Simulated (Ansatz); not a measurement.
# ZrS2: band gap under strain

How does strain move the band edges of ZrS2 (CdI2 type), and do the functionals agree on it? States: no strain; +3.0 % biaxial strain in x and y, free along z; +3.0 % equal strain in all directions.

Program: Ansatz 0.2.0. PAW datasets, plane waves. Spin-unpolarised throughout; all numbers are computed.

### Step 1. The system as given

The unstrained cell was relaxed with r2SCAN+rVV10; in each strained cell the atoms were relaxed again with r2SCAN+rVV10. Names of k-points are those of the unstrained zone, where strain can split equivalent points. First state: no strain.

Space group P-3m1 (No. 164), trigonal; conventional cell a = 3.674 Å, c = 5.857 Å, 22.83 Å³ an atom. Zr has 6 S at 2.57 Å; S has 3 Zr at 2.57 Å.

Coordinates:

Space group P-3m1 (No. 164). a = 3.674 Å, b = 3.674 Å, c = 5.857 Å, α = 90.00°, β = 90.00°, γ = 120.00°
```csv
atom,site,symmetry,x,y,z
Zr,1a,-3m.,0.0000,0.0000,0.0000
S,2d,3m.,0.3333,0.6667,0.2462
```

### Step 2. No strain: PBE

Contents of input.yaml:

```yaml
crystal:
  lattice:
    - [3.6743990811, 0.0, 0.0]
    - [-1.8371995406, 3.1821229478, 0.0]
    - [0.0, 0.0, 5.8568562644]
  atoms:
    - { symbol: Zr, position: [0.0, 0.0, 0.0] }
    - { symbol: S, position: [0.3333333333, 0.6666666667, 0.2462324605] }
    - { symbol: S, position: [0.6666666667, 0.3333333333, 0.7537675395] }
kpoints:
  mp_grid: { grid: [12, 12, 4] }
  band_path:
    path:
      - [0.0, 0.0, 0.0]
      - [0.5, 0.0, 0.0]
      - [0.3333333333, 0.3333333333, 0.0]
      - [0.0, 0.0, 0.5]
      - [0.5, 0.0, 0.5]
      - [0.3333333333, 0.3333333333, 0.5]
      - [-0.088542, 0.041667, 0.0]
      - [0.0, 0.5, 0.5]
    npoints: 1
hamiltonian:
  xc: pbe
scf:
  occupations: { method: fermi_dirac, width: 0.02 }
  n_extra_bands: 4
output:
  forces: true
  stress: true
  eigenvalues: true
  write_density: true
  write_potential: true
  elf: true
  volumetric_format: npy
```

Started as:

```bash
> ansatz run input.yaml --threads 4 --pin off --max-ram 4608MiB --backend cpu --events-out ev --progress --plain --runs-dir out
```

The runs that follow: No strain: r2SCAN; No strain: HSE06; +3.0 % biaxial strain in x and y, free along z: PBE; +3.0 % biaxial strain in x and y, free along z: r2SCAN; +3.0 % biaxial strain in x and y, free along z: HSE06; +3.0 % equal strain in all directions: PBE; +3.0 % equal strain in all directions: r2SCAN; +3.0 % equal strain in all directions: HSE06.

What does the calculation give?

The runs gave:

Least gap in eV (negative: overlap), with the change from the unstrained cell in brackets:

```
                                         state  volume change (%)           PBE        r2SCAN         HSE06
                                     no strain               +0.0          0.88          1.18          1.67
+3.0 % biaxial strain in x and y, free along z               +4.5  1.01 (+0.13)  1.31 (+0.13)  1.82 (+0.15)
         +3.0 % equal strain in all directions               +9.3  1.16 (+0.28)  1.47 (+0.29)  1.99 (+0.32)
```

**Reading.** With HSE06, of the states in the table +3.0 % equal strain in all directions shifts the gap most, by +0.321 eV. PBE and HSE06 differ by 0.79 eV on the unstrained gap, and by at most 0.04 eV on its change: PBE follows the response to strain far better than the gap itself.
